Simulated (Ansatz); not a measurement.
Crystal structures of tantalum under revPBE

Method: DFT, revPBE, plane waves (420 eV) with PAW, scalar-relativistic (Ansatz 0.2.0). The PAW files were generated under PBE, with cores re-solved for the functional.

Each structure is relaxed within its own symmetry, so a high-lying one may be dynamically unstable.

```json
{"structure": "bcc", "ΔE (meV/atom)": "0", "V (Å³/atom)": "18.55", "cell": "a = 3.335 Å", "magnetic state": "spin not included"}
{"structure": "A15", "ΔE (meV/atom)": "22", "V (Å³/atom)": "18.94", "cell": "a = 5.331 Å", "magnetic state": "spin not included"}
{"structure": "omega (AlB2-type)", "ΔE (meV/atom)": "222", "V (Å³/atom)": "18.89", "cell": "a = 4.885 Å, c = 2.743 Å (c/a = 0.562)", "magnetic state": "spin not included"}
{"structure": "fcc", "ΔE (meV/atom)": "229", "V (Å³/atom)": "19.06", "cell": "a = 4.241 Å", "magnetic state": "spin not included"}
{"structure": "dhcp", "ΔE (meV/atom)": "244", "V (Å³/atom)": "19.03", "cell": "a = 2.954 Å, c = 10.075 Å (c/a = 3.410)", "magnetic state": "spin not included"}
{"structure": "hcp", "ΔE (meV/atom)": "275", "V (Å³/atom)": "18.98", "cell": "a = 2.912 Å, c = 5.169 Å (c/a = 1.775)", "magnetic state": "spin not included"}
{"structure": "simple cubic", "ΔE (meV/atom)": "1123", "V (Å³/atom)": "20.91", "cell": "a = 2.755 Å", "magnetic state": "spin not included"}
{"structure": "diamond", "ΔE (meV/atom)": "2865", "V (Å³/atom)": "29.01", "cell": "a = 6.145 Å", "magnetic state": "spin not included"}
```

ΔE counts from bcc.

Differences under about 8 meV lie within the error of the k-point mesh.
